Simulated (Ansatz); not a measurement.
**Ansatz 0.2.0, relaxation: BaTiO3**

Run with:

```bash
ansatz run input.yaml --threads 2 --pin off --max-ram 2560MiB --backend cpu --events-out ev --progress --plain --runs-dir out
```

The input file (Ansatz 0.2.0, plane waves):

```yaml
crystal:
  lattice:
    - [3.96881661, 0.0, 0.0]
    - [0.0, 7.93763323, 0.0]
    - [0.0, 0.0, 4.00118991]
  atoms:
    - { symbol: Ba, position: [0.0, 0.0, 0.0] }
    - { symbol: Ba, position: [0.0, 0.5, 0.0] }
    - { symbol: Ti, position: [0.5, 0.25, 0.522] }
    - { symbol: Ti, position: [0.5, 0.75, 0.522] }
    - { symbol: O, position: [0.5, 0.25, 0.979] }
    - { symbol: O, position: [0.5, 0.75, 0.979] }
    - { symbol: O, position: [0.5, 0.0, 0.488] }
    - { symbol: O, position: [0.5, 0.5, 0.488] }
    - { symbol: O, position: [0.0, 0.25, 0.488] }
    - { symbol: O, position: [0.0, 0.75, 0.488] }
  symmetry: { tolerance: 0.0003 }
kpoints:
  mp_grid: { grid: [6, 4, 6], shift: [0, 0, 0] }
magnetization:
  spin_polarized: false
scf:
  occupations: { method: fermi_dirac }
  lower_state_search: "off"
hamiltonian:
  pseudopotentials: { kind: paw }
  xc: pbe
  hubbard:
    projectors: all-electron-ortho-atomic
    sites: [{ species: Ti, l: d, u: 6.63, j: 0.88 }]
basis:
  ecutwfc: 420
  fft_grid_basis: typed
relax:
  max_steps: 80
  cell: { p_target: 0.0 }
output:
  forces: true
  stress: true
  eigenvalues: true
  populations: true
  elf: true
  write_potential: true
  volumetric_format: npy
  dos:
    e_range: [-12, 8]
    de: 0.05
    projected: { site_lists: { Ba: [Ba], O: [O], Ti: [Ti] } }
  write_density: true
  bader: false
checkpoint:
  read: saved_state
```

Origin of the cell: a database entry, scaled a little.

The smearing width isn't typed, so it takes its default of 0.1 eV.

The saved state is a converged single point of the same cell.

Excerpt of the output:

```
Ba: projections on atomic orbitals take those of the free atom [Kr 4d10] 5s2 5p6 6s2, of charge +0.00 (hamiltonian.pseudopotentials.projection_atoms); the dataset's partial waves leave at mos […]
Ti: projections on atomic orbitals take those of the free atom [Ne] 3s2 3p6 3d2 4s2, of charge +0.00 (hamiltonian.pseudopotentials.projection_atoms); the dataset's partial waves leave at most […]
O: projections on atomic orbitals take those of the free atom [He] 2s2 2p4, of charge +0.00 (hamiltonian.pseudopotentials.projection_atoms); the dataset's partial waves leave at most 1.9e-8 o […]
Pseudopotentials: kind: paw
Pseudopotential: Ba, paw, valence charge 10, recommended cutoff 420 eV (normal), Ba.paw.azcp
Pseudopotential: Ti, paw, valence charge 12, recommended cutoff 420 eV (normal), Ti.paw.azcp
Pseudopotential: O, paw, valence charge 6, recommended cutoff 420 eV (normal), O.paw.azcp
Functional definition: PBE
  exchange = pbe_x(kappa = kappa, mu = beta*pi^2/3)
  correlation = pbe_c(beta = beta)
Crystal: 10 atoms, lattice volume = 126.050 Å³
[… 12 lines left out …]
Initial density: read from a saved state, or passed on in memory by an earlier SCF of this step, an earlier step, the calling program or the single point that the run made first
Functional: x = pbe(κ = 0.804, μ = 0.219515), c = pbe(β = 0.066725)
SCF iter   1: F=—  HF=-20309.131046 eV  Δρ=5.16e-3  dr2=2.52e-3
SCF iter   2: F=—  HF=-20309.155800 eV  Δρ=2.68e-3  dr2=6.44e-4
SCF iter   3: F=—  HF=-20309.165482 eV  Δρ=5.66e-4  dr2=2.86e-4
SCF iter   4: F=—  HF=-20309.165576 eV  Δρ=6.63e-5  dr2=3.48e-6
SCF iter   5: F=—  HF=-20309.165575 eV  Δρ=3.61e-5  dr2=1.44e-6
SCF iter   6: F=—  HF=-20309.165575 eV  Δρ=1.21e-5  dr2=1.74e-7
SCF iter   7: F=-20309.165575 eV  HF=-20309.165575 eV  Δρ=4.25e-6  dr2=1.59e-8
relax step   1: F+E_penalty+E_count = -20309.165575 eV  Δ(F+E_penalty+E_count) = +0.000e0 eV  max|allowed force component| = 8.341e-1 eV/Å  Δτ_max = 0.0000 Å  P = +9.124 GPa  Ω = 126.050 Å³ […]
relax step   2: F+E_penalty+E_count = -20309.269746 eV  Δ(F+E_penalty+E_count) = -1.042e-1 eV  max|allowed force component| = 4.685e-1 eV/Å  Δτ_max = 0.0889 Å  P = -0.708 GPa  Ω = 133.551 Å³ […]
relax step   3: F+E_penalty+E_count = -20309.330174 eV  Δ(F+E_penalty+E_count) = -6.043e-2 eV  max|allowed force component| = 1.628e-1 eV/Å  Δτ_max = 0.0613 Å  P = -0.263 GPa  Ω = 132.801 Å³ […]
relax step   4: F+E_penalty+E_count = -20309.313952 eV  Δ(F+E_penalty+E_count) = +1.622e-2 eV  max|allowed force component| = 1.544e-1 eV/Å  Δτ_max = 0.0458 Å  P = -1.829 GPa  Ω = 133.049 Å³ […]
relax step   5: F+E_penalty+E_count = -20309.339495 eV  Δ(F+E_penalty+E_count) = -9.321e-3 eV  max|allowed force component| = 1.215e-2 eV/Å  Δτ_max = 0.0229 Å  P = -0.013 GPa  Ω = 131.959 Å³ […]
relax step   6: F+E_penalty+E_count = -20309.339806 eV  Δ(F+E_penalty+E_count) = -3.113e-4 eV  max|allowed force component| = 1.945e-3 eV/Å  Δτ_max = 0.0030 Å  P = -0.002 GPa  Ω = 131.893 Å³ […]
relax step   7: F+E_penalty+E_count = -20309.365250 eV  Δ(F+E_penalty+E_count) = -2.544e-2 eV  max|allowed force component| = 2.143e-3 eV/Å  Δτ_max = 0.0000 Å  P = +0.331 GPa  Ω = 131.893 Å³  stress off target by 3.33e-1 GPa […]
relax step   8: F+E_penalty+E_count = -20309.364120 eV  Δ(F+E_penalty+E_count) = +1.130e-3 eV  max|allowed force component| = 1.268e-2 eV/Å  Δτ_max = 0.0069 Å  P = +0.007 GPa  Ω = 132.339 Å³ […]
relax step   9: F+E_penalty+E_count = -20309.364306 eV  Δ(F+E_penalty+E_count) = -1.855e-4 eV  max|allowed force component| = 1.651e-3 eV/Å  Δτ_max = 0.0016 Å  P = +0.008 GPa  Ω = 132.306 Å³ […]
relax step  10: F+E_penalty+E_count = -20309.365696 eV  Δ(F+E_penalty+E_count) = -1.391e-3 eV  max|allowed force component| = 1.610e-3 eV/Å  Δτ_max = 0.0000 Å  P = +0.015 GPa  Ω = 132.306 Å³  stress off target by 2.34e-2 GPa […]
SCF 10 converged in 5 iterations: F = -20309.365696 eV  dr2 = 9.13e-11
basis re-selected at this cell: Δ(F+E_penalty+E_count) = -1.391e-3 eV, ΔP = +0.008 GPa vs the last step (what re-selecting the basis moved, of the pressure what is left beyond the Pulay corre […]
SCF converged after 5 iterations
Free energy (F): -20309.365696 eV
Harris-Foulkes:  -20309.365696 eV  (|F-HF|=2.33e-10)
Internal energy: -20309.365694 eV  (E = F + TS)
E sigma→0 (E₀):  -20309.365695 eV
Entropy (-TS):   -0.000002 eV (-0.000 meV/atom)
Fermi energy:    11.455511 eV
--- Per-component energies (eV) ---
  E_band       = -322.870954
  E_kinetic    = 1934.522258
  E_local      = -4261.936957  (includes V_loc(G=0)·N_el)
  E_nonlocal   = 402.465060
  E_hartree    = 1650.245846
  E_xc         = -982.485713
  E_vxc        = -1091.531971  (∫ρ·V_xc dr)
  E_hubbard    = 9.313258  (on-site DFT+U / exact-exchange correction)
  E_vhub       = 6.567752  (the Hubbard potential's part of the band-sum identity)
  E_paw        = -13486.220944  (= ΣΔE_a)
  E_vpaw       = -613.463888  (= ΣTr[D̂ρ^β])
  E_aug_tail   = 0.014923  (compensation charges beyond the density's cutoff)
  E_ewald      = -5575.283424
  E_smearing   = -0.000002  (= −TS)
  Σ components = -20309.365696   (vs F -20309.365696, Δ=0.00e0)
--- DFT+U+J on-site energies (Liechtenstein; fll double counting; per corrected site; eV) ---
  site 2 (l=d): U=6.6300  J=0.8800  Tr N=2.0972  E_int=12.239515  E_dc=7.582886  E_U=4.656629
  site 3 (l=d): U=6.6300  J=0.8800  Tr N=2.0972  E_int=12.239515  E_dc=7.582886  E_U=4.656629
--- Forces (eV/Å), atoms counted from 1 ---
  atom   1  Ba     0.000000     0.000000     0.000869
  atom   2  Ba     0.000000     0.000000     0.000869
  atom   3  Ti    -0.000000    -0.000000    -0.000215
  atom   4  Ti    -0.000000    -0.000000    -0.000215
  atom   5  O     -0.000000     0.000000     0.001610
  atom   6  O     -0.000000     0.000000     0.001610
  atom   7  O      0.000000     0.000000    -0.001194
  atom   8  O      0.000000     0.000000    -0.001194
  atom   9  O      0.000000    -0.000000    -0.001070
  atom  10  O      0.000000    -0.000000    -0.001070
  max |Σ_I F_I| component: 1.96e-6 eV/Å
--- Stress (GPa, compression-positive) ---
        0.011503      -0.000000       0.000000
       -0.000000       0.011279       0.000000
        0.000000       0.000000       0.023384
  P = ⅓ Tr σ = 0.0154 GPa (0.154 kbar)
Occupation matrices written to <dir>
--- Relaxed structure (8 steps of the walk, 7 accepted, 2 SCFs on fresh bases) ---
  F+E_penalty+E_count = -20309.365696 eV   max|allowed force component| = 1.610e-3 eV/Å   (the final SCF, on the basis selected at the relaxed cell)
  cell:  # Å, volume = 132.3059 Å³
    - [4.025110, 0.0, 0.0]
    - [0.0, 8.050336, 0.0]
    - [0.0, 0.0, 4.083076]
  atoms:
    - { symbol: Ba, position: [0.0, 0.0, 0.004061] }
    - { symbol: Ba, position: [0.0, 0.5, 0.004061] }
    - { symbol: Ti, position: [0.5, 0.25, 0.514996] }
    - { symbol: Ti, position: [0.5, 0.750000, 0.514996] }
    - { symbol: O, position: [0.5, 0.25, 0.979519] }
    - { symbol: O, position: [0.5, 0.750000, 0.979519] }
    - { symbol: O, position: [0.5, 0.0, 0.489249] }
    - { symbol: O, position: [0.5, 0.5, 0.489249] }
    - { symbol: O, position: [0.0, 0.25, 0.489174] }
    - { symbol: O, position: [0.0, 0.750000, 0.489174] }
--- Löwdin populations: 10 sites ---
  site symbol       q [e]
     0     Ba      8.2378
     1     Ba      8.2378
     2     Ti     10.5351
     3     Ti     10.5351
     4      O      6.9362
     5      O      6.9362
     6      O      6.9518
     7      O      6.9518
     8      O      6.9518
     9      O      6.9518
  spilling = 0.009679 (of n_electrons = 80.000000)
```

Before:

Space group P4mm (No. 99); the run's cell has a = 3.969 Å, b = 7.938 Å, c = 4.001 Å, α = 90.00°, β = 90.00°, γ = 90.00°. Shortest distances: O–Ti 1.83 Å, Ba–O 2.78 Å, O–O 2.79 Å, Ba–Ti 3.40 Å.

The relaxed structure.

Space group P4mm (No. 99); the run's cell has a = 4.025 Å, b = 8.050 Å, c = 4.083 Å, α = 90.00°, β = 90.00°, γ = 90.00°. Shortest distances: O–Ti 1.90 Å, Ba–O 2.82 Å, O–O 2.84 Å, Ba–Ti 3.48 Å.

- Free energy lowered by: 20.0 meV/atom
- Volume change: 4.96 %
- Final pressure: 0.02 GPa
- Relaxation steps listed: 10
- Gap on the mesh: 2.48 eV

Caveats: the relaxation held the start's symmetry, so the end may be a saddle point.

It ran for 3.6 min on 2 threads of Intel(R) Xeon(R) Platinum 8259CL CPU @ 2.50GHz (Skylake/Cascade Lake) (shared host), peak memory 0.8 GiB, from a saved density.
